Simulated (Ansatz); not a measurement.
Cu Kα1 powder pattern (kinematic, no thermal factors).
2θ (°) (relative intensity): 38.29 (75), 44.51 (100), 64.77 (50), 77.81 (12), 81.98 (14)

The pattern is computed from a structure relaxed with DFT PBE, scalar-relativistic, plane waves, PAW (Ansatz 0.2.0). No spin polarisation. Its elements are F, Li.

**Question.** Give the structure.

**Answer.** LiF.
Space group Fm-3m (No. 225). a = 4.068 Å, b = 4.068 Å, c = 4.068 Å, α = 90.00°, β = 90.00°, γ = 90.00°
```
atom  site  symmetry       x       y       z
  Li    4b      m-3m  0.5000  0.0000  0.0000
   F    4a      m-3m  0.0000  0.0000  0.0000
```

A pattern alone doesn't exclude other cells with like lines; this is the one computed.

The cell was reached from a generator's guess, though it ends in a space group that the Crystallography Open Database lists for this formula.
